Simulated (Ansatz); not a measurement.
WSe$_{2}$, DFT, PBEsol, all-electron PAW with datasets made for the crystal, scalar-relativistic (Ansatz 0.2.0), run on 2 threads of Intel(R) Xeon(R) 6975P-C (Granite Rapids) on a shared host.

The cell is COD entry 9009146, as deposited and not checked against the literature; nothing was relaxed.

Command: `ansatz run input.yaml --threads 2 --pin off --max-ram 8192MiB --backend cpu --events-out ev --progress --plain --runs-dir out`

```yaml
crystal:
  lattice:
    - [3.2899984505, 0.0, 0.0]
    - [-1.6449992252, 2.8492222365, 0.0]
    - [0.0, 0.0, 12.97]
  atoms:
    - { symbol: W, position: [0.3333333333, 0.6666666667, 0.25] }
    - { symbol: W, position: [0.6666666667, 0.3333333333, 0.75] }
    - { symbol: Se, position: [0.3333333333, 0.6666666667, 0.621] }
    - { symbol: Se, position: [0.6666666667, 0.3333333333, 0.121] }
    - { symbol: Se, position: [0.3333333333, 0.6666666667, 0.879] }
    - { symbol: Se, position: [0.6666666667, 0.3333333333, 0.379] }
kpoints:
  mp_grid: { grid: [11, 11, 3] }
  band_path:
    path:
      - [0.0, 0.0, 0.0]
      - [0.5, 0.0, 0.0]
      - [0.3333333333, 0.3333333333, 0.0]
      - [0.0, 0.0, 0.0]
      - [0.0, 0.0, 0.5]
      - [0.5, 0.0, 0.5]
      - [0.3333333333, 0.3333333333, 0.5]
      - [0.0, 0.0, 0.5]
      - [0.5, 0.0, 0.5]
    npoints: 8
scf:
  occupations: { method: fermi_dirac, width: 0.08 }
hamiltonian:
  xc: pbesol
  pseudopotentials: { kind: all_electron, datasets: crystal }
output:
  forces: true
  stress: true
  eigenvalues: true
  efg: { contact_densities: true }
```

Problem. How large is the problem that the program sets up?

Solution. 32 irreducible k-points, 1441 plane waves at Γ, 29 bands.

Problem. Estimate the wall time and the peak memory.

Solution. 38 s of wall time for 11 SCF iterations, with a peak of 1.1 GiB. Times on shared machines scatter by tens of per cent.

Problem. And the same cell and mesh by full-potential LAPW, asked for forces, stress, eigenvalues, populations, dos and the same band path, on the same hardware?

Solution. 91 s, peak memory 1.2 GiB.

Problem. And the same cell and mesh by frozen-core PAW, asked for forces, stress, eigenvalues, efg, populations, bader, dos, write_density, write_potential, elf and the same band path, on the same hardware?

Solution. 26 s, peak memory 0.74 GiB.
